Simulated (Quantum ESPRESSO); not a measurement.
# KI (Fm-3m) in Quantum ESPRESSO: notebook

The runs below take KI through dielectric tensor, with PBEsol.

Everything below comes from runs of Quantum ESPRESSO 7.5. Logs are shortened: lines on timing, memory, paths and dates and some standing lists are left out, and cuts for length are marked.

**What was measured.**

From a printed reference work, monograph, for a bulk crystal of KI: high-frequency dielectric constant 2.65.

The runs below are set against these values where they give the same quantity.

## Step 1: Starting point

Symmetry: Fm-3m, No. 225, cubic system. Conventional cell: a = 7.066 Å, b = 7.066 Å, c = 7.066 Å, α = 90.00°, β = 90.00°, γ = 90.00°. Around I (site symmetry m-3m) lie 6 K at 3.53 Å. Around K (site symmetry m-3m) lie 6 I at 3.53 Å.

## Step 2: Dielectric tensor, PBEsol

Contents of pw.in:

```
&CONTROL
  calculation = 'scf'
  prefix = 'pwscf'
  outdir = './tmp'
  pseudo_dir = './pseudo'
  tprnfor = .true.
  tstress = .true.
  disk_io = 'low'
/
&SYSTEM
  ibrav = 0
  nat = 2
  ntyp = 2
  ecutwfc = 74
  nbnd = 14
  occupations = 'smearing'
  smearing = 'fd'
  degauss = 0.00367493
/
&ELECTRONS
  conv_thr = 4d-10
  electron_maxstep = 120
  mixing_beta = 0.5
/
ATOMIC_SPECIES
I    126.9045 I.upf
K     39.0983 K.upf
CELL_PARAMETERS angstrom
   0.0000000000    3.5327750000    3.5327750000
   3.5327750000    0.0000000000    3.5327750000
   3.5327750000    3.5327750000    0.0000000000
ATOMIC_POSITIONS angstrom
I      3.5327750000    3.5327750000    3.5327750000
K      0.0000000000    0.0000000000    0.0000000000
K_POINTS automatic
2 2 2 1 1 1
```

Contents of scf2.in:

```
&CONTROL
  calculation = 'scf'
  prefix = 'pwscf'
  outdir = './tmp'
  pseudo_dir = './pseudo'
  tprnfor = .true.
  tstress = .true.
  disk_io = 'low'
/
&SYSTEM
  ibrav = 0
  nat = 2
  ntyp = 2
  ecutwfc = 74
  nbnd = 14
  occupations = 'fixed'
/
&ELECTRONS
  conv_thr = 1d-13
  electron_maxstep = 120
  mixing_beta = 0.5
  startingpot = 'file'
  startingwfc = 'file'
/
ATOMIC_SPECIES
I    126.9045 I.upf
K     39.0983 K.upf
CELL_PARAMETERS angstrom
   0.0000000000    3.5327750000    3.5327750000
   3.5327750000    0.0000000000    3.5327750000
   3.5327750000    3.5327750000    0.0000000000
ATOMIC_POSITIONS angstrom
I      3.5327750000    3.5327750000    3.5327750000
K      0.0000000000    0.0000000000    0.0000000000
K_POINTS automatic
2 2 2 1 1 1
```

Contents of ph.in:

```
dielectric of KI
&INPUTPH
  prefix = 'pwscf'
  outdir = './tmp'
  tr2_ph = 1d-18
  fildyn = 'dyn'
  niter_ph = 90
  alpha_mix(1) = 0.7
  epsil = .true.
  trans = .false.
  zeu = .true.
/
0.0000000000 0.0000000000 0.0000000000
```

Potentials or basis: PseudoDojo 0.4.1 SR PBEsol standard.

Run with:

```
> OMP_NUM_THREADS=1 pw.x -in pw.in > pw.out
> OMP_NUM_THREADS=1 pw.x -in scf2.in > scf2.out
> OMP_NUM_THREADS=1 ph.x -in ph.in > ph.out
```

pw.out:

```text
This program is part of the open-source Quantum ESPRESSO suite
     for quantum simulation of materials; please cite
[... 9 lines left out ...]
     --------------------
     sticks:   dense  smooth     PW     G-vecs:    dense   smooth      PW
     Sum        1813    1813    499                51253    51253    7391

     Using Slab Decomposition

     bravais-lattice index     =            0
     lattice parameter (alat)  =       9.4413  a.u.
     unit-cell volume          =     595.0789 (a.u.)^3
     number of atoms/cell      =            2
     number of atomic types    =            2
     number of electrons       =        16.00
     number of Kohn-Sham states=           14
     kinetic-energy cutoff     =      74.0000  Ry
     charge density cutoff     =     296.0000  Ry
     scf convergence threshold =      4.0E-10
     mixing beta               =       0.5000
     number of iterations used =            8  plain     mixing
     Exchange-correlation= PBESOL
                           (   1   4  10   8   0   0   0)

     celldm(1)=   9.441258  celldm(2)=   0.000000  celldm(3)=   0.000000
     celldm(4)=   0.000000  celldm(5)=   0.000000  celldm(6)=   0.000000

     crystal axes: (cart. coord. in units of alat)
               a(1) = (   0.000000   0.707107   0.707107 )
               a(2) = (   0.707107   0.000000   0.707107 )
               a(3) = (   0.707107   0.707107   0.000000 )

     reciprocal axes: (cart. coord. in units 2 pi/alat)
               b(1) = ( -0.707107  0.707107  0.707107 )
               b(2) = (  0.707107 -0.707107  0.707107 )
               b(3) = (  0.707107  0.707107 -0.707107 )

     PseudoPot. # 1 for I  read from file:
     I.upf
     Pseudo is Norm-conserving + core correction, Zval =  7.0
     Generated using ONCVPSP code by D. R. Hamann
     Using radial grid of 1182 points,  6 beta functions with:
                l(1) =   0
                l(2) =   0
                l(3) =   1
                l(4) =   1
                l(5) =   2
                l(6) =   2

     PseudoPot. # 2 for K  read from file:
     K.upf
     Pseudo is Norm-conserving + core correction, Zval =  9.0
     Generated using ONCVPSP code by D. R. Hamann
     Using radial grid of 2250 points,  6 beta functions with:
                l(1) =   0
                l(2) =   0
                l(3) =   1
                l(4) =   1
                l(5) =   2
                l(6) =   2

     atomic species   valence    mass     pseudopotential
     I                 7.00   126.90450     I ( 1.00)
     K                 9.00    39.09830     K ( 1.00)

     48 Sym. Ops., with inversion, found

   Cartesian axes

     site n.     atom                  positions (alat units)
         1        I      tau(   1) = (   0.7071068   0.7071068   0.7071068  )
         2        K      tau(   2) = (   0.0000000   0.0000000   0.0000000  )

     number of k points=     2  Fermi-Dirac smearing, width (Ry)=  0.0037
                       cart. coord. in units 2pi/alat
        k(    1) = (   0.1767767   0.1767767   0.1767767), wk =   0.5000000
        k(    2) = (  -0.1767767  -0.1767767   0.5303301), wk =   1.5000000

     Dense  grid:    51253 G-vectors     FFT dimensions: (  54,  54,  54)

     Initial potential from superposition of free atoms

     starting charge      15.9809, renormalised to      16.0000
     Starting wfcs are    9 randomized atomic wfcs +    5 random wfcs

     Self-consistent Calculation

     iteration #  1     ecut=    74.00 Ry     beta= 0.50
     Davidson diagonalization with overlap
     ethr =  1.00E-02,  avg # of iterations =  7.0

     Threshold (ethr) on eigenvalues was too large:
     Diagonalizing with lowered threshold

     Davidson diagonalization with overlap
     ethr =  1.36E-04,  avg # of iterations =  7.5

     total energy              =     -86.10876661 Ry
     estimated scf accuracy    <       0.02074986 Ry

     iteration #  2     ecut=    74.00 Ry     beta= 0.50
     Davidson diagonalization with overlap
     ethr =  1.30E-04,  avg # of iterations =  2.0

     total energy              =     -86.11239934 Ry
     estimated scf accuracy    <       0.00127342 Ry

     iteration #  3     ecut=    74.00 Ry     beta= 0.50
     Davidson diagonalization with overlap
     ethr =  7.96E-06,  avg # of iterations =  9.0

     total energy              =     -86.11265808 Ry
     estimated scf accuracy    <       0.00027281 Ry

     iteration #  4     ecut=    74.00 Ry     beta= 0.50
     Davidson diagonalization with overlap
     ethr =  1.71E-06,  avg # of iterations =  3.0

     total energy              =     -86.11269367 Ry
     estimated scf accuracy    <       0.00000643 Ry

     iteration #  5     ecut=    74.00 Ry     beta= 0.50
     Davidson diagonalization with overlap
     ethr =  4.02E-08,  avg # of iterations =  2.0

     total energy              =     -86.11269612 Ry
     estimated scf accuracy    <       0.00000036 Ry

     iteration #  6     ecut=    74.00 Ry     beta= 0.50
     Davidson diagonalization with overlap
     ethr =  2.23E-09,  avg # of iterations =  4.0

     total energy              =     -86.11269637 Ry
     estimated scf accuracy    <       0.00000003 Ry

     iteration #  7     ecut=    74.00 Ry     beta= 0.50
     Davidson diagonalization with overlap
     ethr =  1.82E-10,  avg # of iterations =  3.0

     total energy              =     -86.11269637 Ry
     estimated scf accuracy    <          7.5E-09 Ry

     iteration #  8     ecut=    74.00 Ry     beta= 0.50
     Davidson diagonalization with overlap
     ethr =  4.70E-11,  avg # of iterations =  2.0

     total energy              =     -86.11269637 Ry
     estimated scf accuracy    <          1.5E-09 Ry

     iteration #  9     ecut=    74.00 Ry     beta= 0.50
     Davidson diagonalization with overlap
     ethr =  9.68E-12,  avg # of iterations =  2.0

     End of self-consistent calculation

          k = 0.1768 0.1768 0.1768 (  6384 PWs)   bands (ev):

   -27.0404 -10.6820 -10.5957 -10.5957  -9.1136   0.5018   1.1009   1.1009
     6.2062   7.7695   8.3387   8.3387   9.1620   9.1620

          k =-0.1768-0.1768 0.5303 (  6400 PWs)   bands (ev):

   -27.0389 -10.6932 -10.6142 -10.6053  -9.0443   0.2288   0.7274   0.9227
     6.8447   7.8986   8.5304   9.5061   9.9538  10.3302

     the Fermi energy is     3.6357 ev

!    total energy              =     -86.11269638 Ry
     estimated scf accuracy    <          5.0E-11 Ry
     smearing contrib. (-TS)   =       0.00000000 Ry
     internal energy E=F+TS    =     -86.11269638 Ry

     The total energy is F=E-TS. E is the sum of the following terms:
     one-electron contribution =     -29.65354690 Ry
     hartree contribution      =      19.07888090 Ry
     xc contribution           =     -20.61435478 Ry
     ewald contribution        =     -54.92367560 Ry

     convergence has been achieved in   9 iterations

     Forces acting on atoms (cartesian axes, Ry/au):

     atom    1 type  1   force =     0.00000000    0.00000000   -0.00000000
     atom    2 type  2   force =    -0.00000000   -0.00000000    0.00000000

     Total force =     0.000000     Total SCF correction =     0.000000

     Computing stress (Cartesian axis) and pressure

          total   stress  (Ry/bohr**3)                   (kbar)     P=       -3.34
  -0.00002273  -0.00000000  -0.00000000           -3.34       -0.00       -0.00
  -0.00000000  -0.00002273  -0.00000000           -0.00       -3.34       -0.00
  -0.00000000  -0.00000000  -0.00002273           -0.00       -0.00       -3.34

=------------------------------------------------------------------------------=
   JOB DONE.
=------------------------------------------------------------------------------=
```

Run time: 39 s. Hardware: 1 thread of Arm Neoverse V2, shared host; peak memory 0.13 GiB.

Results:

| Item | Value |
| --- | --- |
| Free energy | -1171.6229 eV |
| Pressure | -0.3 GPa |
| Electronic dielectric tensor (diagonal) | 2.88 |
| Born charges (mean of the diagonal) | I -1.11; K +1.16 e |

Electronic dielectric tensor:
```
2.88 0.00 0.00
0.00 2.88 0.00
0.00 0.00 2.88
```

Born effective charge tensors (e):
atom 1, I
```
-1.11  0.00  0.00
 0.00 -1.11  0.00
 0.00  0.00 -1.11
```
atom 2, K
```
1.16 0.00 0.00
0.00 1.16 0.00
0.00 0.00 1.16
```

Caveat: the k mesh is coarse (spacing up to 0.77 Å⁻¹), so the values aren't converged. The run has no spin-orbit coupling, so splittings on I are missing.

## Step 3: Dielectric tensor, PBEsol

pw.in: that of step 2 with these lines changed.

```diff
@@ -35,2 +35,2 @@
 K_POINTS automatic
-2 2 2 1 1 1
+4 4 4 1 1 1
```

scf2.in: that of step 2 with these lines changed.

```diff
@@ -35,2 +35,2 @@
 K_POINTS automatic
-2 2 2 1 1 1
+4 4 4 1 1 1
```

ph.in is that of step 2.

Potentials or basis: PseudoDojo 0.4.1 SR PBEsol standard.

Run with:

```
> OMP_NUM_THREADS=1 pw.x -in pw.in > pw.out
> OMP_NUM_THREADS=1 pw.x -in scf2.in > scf2.out
> OMP_NUM_THREADS=1 ph.x -in ph.in > ph.out
```

pw.out:

```text
This program is part of the open-source Quantum ESPRESSO suite
     for quantum simulation of materials; please cite
[... 9 lines left out ...]
     --------------------
     sticks:   dense  smooth     PW     G-vecs:    dense   smooth      PW
     Sum        1813    1813    511                51253    51253    7799

     Using Slab Decomposition

     bravais-lattice index     =            0
     lattice parameter (alat)  =       9.4413  a.u.
     unit-cell volume          =     595.0789 (a.u.)^3
     number of atoms/cell      =            2
     number of atomic types    =            2
     number of electrons       =        16.00
     number of Kohn-Sham states=           14
     kinetic-energy cutoff     =      74.0000  Ry
     charge density cutoff     =     296.0000  Ry
     scf convergence threshold =      4.0E-10
     mixing beta               =       0.5000
     number of iterations used =            8  plain     mixing
[... 175 lines left out ...]
     7.0750   7.7275   8.5072   9.4500   9.7887  10.0050

          k =-0.6187 0.0884 0.0884 (  6398 PWs)   bands (ev):

   -27.0400 -10.6513 -10.6229 -10.6125  -9.0957   0.2925   0.8041   0.9142
     6.3586   7.2279   9.1950   9.4233  10.1541  10.6753

          k = 0.2652 0.2652 0.2652 (  6405 PWs)   bands (ev):
[... 6 lines left out ...]
   -27.0402 -10.7056 -10.6212 -10.6029  -9.0182   0.2170   0.6423   0.9075
     7.2496   8.1316   8.4681   9.5860   9.5949  10.1499

     the Fermi energy is     3.9157 ev

!    total energy              =     -86.11222924 Ry
     estimated scf accuracy    <          1.9E-11 Ry
     smearing contrib. (-TS)   =      -0.00000000 Ry
     internal energy E=F+TS    =     -86.11222924 Ry

     The total energy is F=E-TS. E is the sum of the following terms:
     one-electron contribution =     -29.65295065 Ry
     hartree contribution      =      19.07935743 Ry
     xc contribution           =     -20.61496043 Ry
     ewald contribution        =     -54.92367560 Ry

     convergence has been achieved in   9 iterations

     Forces acting on atoms (cartesian axes, Ry/au):

     atom    1 type  1   force =     0.00000000    0.00000000    0.00000000
     atom    2 type  2   force =     0.00000000    0.00000000    0.00000000

     Total force =     0.000000     Total SCF correction =     0.000000

     Computing stress (Cartesian axis) and pressure

          total   stress  (Ry/bohr**3)                   (kbar)     P=       -2.91
  -0.00001977   0.00000000  -0.00000000           -2.91        0.00       -0.00
   0.00000000  -0.00001977  -0.00000000            0.00       -2.91       -0.00
  -0.00000000  -0.00000000  -0.00001977           -0.00       -0.00       -2.91

=------------------------------------------------------------------------------=
   JOB DONE.
=------------------------------------------------------------------------------=
```

scf2.out:

```text
This program is part of the open-source Quantum ESPRESSO suite
     for quantum simulation of materials; please cite
[... 9 lines left out ...]
     --------------------
     sticks:   dense  smooth     PW     G-vecs:    dense   smooth      PW
     Sum        1813    1813    511                51253    51253    7799
[... 180 lines left out ...]
  -0.00001979  -0.00000000  -0.00000000           -2.91       -0.00       -0.00
  -0.00000000  -0.00001979  -0.00000000           -0.00       -2.91       -0.00
  -0.00000000  -0.00000000  -0.00001979           -0.00       -0.00       -2.91

=------------------------------------------------------------------------------=
   JOB DONE.
=------------------------------------------------------------------------------=
```

Run time: 2.7 min. Hardware: 1 thread of Arm Neoverse V2, shared host; peak memory 0.13 GiB.

Results:

- Free energy: -1171.6166 eV
- Pressure: -0.3 GPa
- Electronic dielectric tensor (diagonal): 2.91
- Born charges (mean of the diagonal): I -1.14; K +1.14 e

Levels at points of the mesh, in eV from the valence-band top:
| k point | band 6 | band 7 | band 8 | band 9 | band 10 | band 11 |
| --- | --- | --- | --- | --- | --- | --- |
| (0.12, 0.12, 0.12) | -0.21 | 0.00 | 0.00 | 4.26 | 6.41 | 6.67 |

Electronic dielectric tensor:
```
2.91 0.00 0.00
0.00 2.91 0.00
0.00 0.00 2.91
```

Born effective charge tensors (e):
atom 1, I
```
-1.14  0.00  0.00
 0.00 -1.14  0.00
 0.00  0.00 -1.14
```
atom 2, K
```
1.14 0.00 0.00
0.00 1.14 0.00
0.00 0.00 1.14
```

(Continued in part 2 of 2.)
